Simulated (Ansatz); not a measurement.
InN (wurtzite)

```xyz
4
Lattice="3.5805 0.0000 0.0000 -1.7903 3.1008 0.0000 0.0000 0.0000 5.7878" Properties=species:S:1:pos:R:3 pbc="T T T"
In     1.7903     1.0336     2.9053
In     0.0000     2.0672     0.0114
N      1.7903     1.0336     0.7132
N      0.0000     2.0672     3.6071
```

In each cell atom 4 (N, nearest neighbour In at 2.183 Å; its periodic images, 3.6 Å or more away, move with it) moves by s·(1.000, 0.000, 0.000) (along Cartesian x), the rest being held.

These are PBE (plane waves to 420 eV, PAW, scalar-relativistic; Ansatz, a program for electronic structure) values and carry that method's errors. k mesh 9×9×5 (Γ-centred), Fermi-Dirac smearing 0.05 eV. The energy includes the smearing's −TS. With partly filled bands, energies and forces of such displacements shift with the k mesh and the smearing. F∥ is the force on the atom along that direction. At this level the bands of InN touch or barely overlap; measurements give the solid a gap. InN was relaxed with its symmetry unable to fall. The zero of ΔE is the undisplaced structure.

Question: What ΔE (meV/cell) and F∥ (eV/Å) does the calculation give at s (Å) = -0.520, -0.390, -0.130, 0.260, 0.650?

Answer: 
```tsv
s (Å)	ΔE (meV/cell)	F∥ (eV/Å)
-0.520	1551	6.989
-0.390	806	4.580
-0.130	81	1.258
0.260	336	-2.722
0.650	2651	-10.044
```

(A displaced cell: forces are minus the slopes of the energy, force constants its curvatures, and phonons follow from these.)
